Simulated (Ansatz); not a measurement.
**AlCo: strain energy, fitted**

AlCo, Pm-3m, a = 2.852 Å. The structure is a Materials Project entry; whether it is the stable form wasn't checked. Ansatz: PBE, PAW, 420 eV, Γ-centred 18×18×18 mesh on 2 atoms, Gaussian smearing 0.10 eV; no spin polarisation. Series: biaxial strain in the a-b plane, c and atoms relaxed; x is the strain in per cent. y is the free energy over the unstrained cell, V0 = 11.598 Å³/atom.

```
x (%) y (meV/atom)
 -3.0             ?
 -2.0          8.79
 -1.0          2.26
  0.0          0.00
  1.0          2.33
  2.0          9.15
  3.0         20.22
```

Problem. Fit y = c2 x² + c3 x³ to the other rows, turn c2 into a modulus, and predict the missing energy.

Solution. Least squares on the rows shown. y = 2.2278 x² + 0.0087618 x³. In eV per unit strain² c2 is 22.28; M is the biaxial modulus (E = M V0 ε²): 22.28 × 160.2 / (11.598) = 308 GPa. At x = -3.0 the fit asked for gives 19.81 meV/atom. The run gave 19.08 meV/atom, so the fit is 0.73 meV/atom too high, 3.6 % of the span of the series, against an rms of 0.10 meV/atom on the fitted rows. The row lies outside the fitted range. With a term in x⁴ added, a fit to the same known rows predicts 18.98 meV/atom, so most of the miss is curvature that the known rows already hold.